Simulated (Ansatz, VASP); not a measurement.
BN: VASP beside Ansatz

Contents of POSCAR:

```
BN
1.0
   -0.0367281979      1.8048254497      1.8048254497
    1.8048254497     -0.0367281979      1.8048254497
    1.7680972518      1.7680972518      0.0000000000
B N
1 1
Direct
   -0.0001890164     -0.0001890164      0.0001890164
    0.2501890164      0.2501890164      0.2498109836
```

Contents of INCAR.step1:

```
PREC = Accurate
ENCUT = 520
ISMEAR = 0
SIGMA = 0.01
LREAL = False
LASPH = True
NELM = 100
NBANDS = 11
GGA = PE
ALGO = Normal
EDIFF = 1E-4
LWAVE = True
LCHARG = False
```

INCAR.step2

```
PREC = Accurate
ENCUT = 520
EDIFF = 1E-6
ISMEAR = 0
SIGMA = 0.01
LREAL = False
LASPH = True
NELM = 100
ALGO = Normal
ISIF = 2
LWAVE = False
LCHARG = False
METAGGA = R2SCAN
LMIXTAU = True
NBANDS = 11
ISTART = 1
```

Contents of KPOINTS:

```
Automatic mesh
0
Gamma
  12 12 12
```

Input for Ansatz:

```yaml
crystal:
  lattice:
    - [-0.0367281979, 1.8048254497, 1.8048254497]
    - [1.8048254497, -0.0367281979, 1.8048254497]
    - [1.7680972518, 1.7680972518, 0.0]
  atoms:
    - { symbol: B, position: [-0.0001890164, -0.0001890164, 0.0001890164] }
    - { symbol: "N", position: [0.2501890164, 0.2501890164, 0.2498109836] }
kpoints:
  mp_grid: { grid: [12, 12, 12] }
  band_path:
    path:
      - [0.0, 0.0, 0.0]
      - [-0.5, -0.5, 0.0]
      - [-0.375, -0.375, 0.25]
      - [-0.375, 0.0, 0.375]
      - [0.0, 0.0, 0.5]
      - [-0.5, -0.25, 0.25]
    npoints: 1
hamiltonian:
  xc: r2scan
scf:
  occupations: { method: fixed }
  n_extra_bands: 4
output:
  forces: true
  stress: true
  eigenvalues: true
```

Change from the starting cell: shear_xy strain -4.1%.

Alike in both runs: task single point; functional r2SCAN; k mesh 12 × 12 × 12; no spin polarisation.

```csv
,VASP,Ansatz
version,VASP 6.6.1,Ansatz 0.2.0
potentials or method,"VASP PAW PBE potentials, release 64 (B, N)","plane waves, PAW"
plane-wave cutoff (eV),520,500
occupations,"gaussian, width 0.01 eV",fixed
valence electrons in the cell,8,8
```

```csv
,VASP,Ansatz,Ansatz less VASP
gap on the k mesh at the Fermi level (eV),4.77,4.79,+0.021
pressure (GPa),1.9,0.8,-1.12
largest component of the traceless stress (GPa),19.18,19.06,-0.115
rms of the force components (eV/Å),0.005,0.000,-0.0053
```

Atom by atom the forces differ by 0.005 eV/Å (rms over components).

Caveats: the PAW data sets were made with another functional, which shifts forces and pressure a little (VASP). A k mesh can miss the band edges.
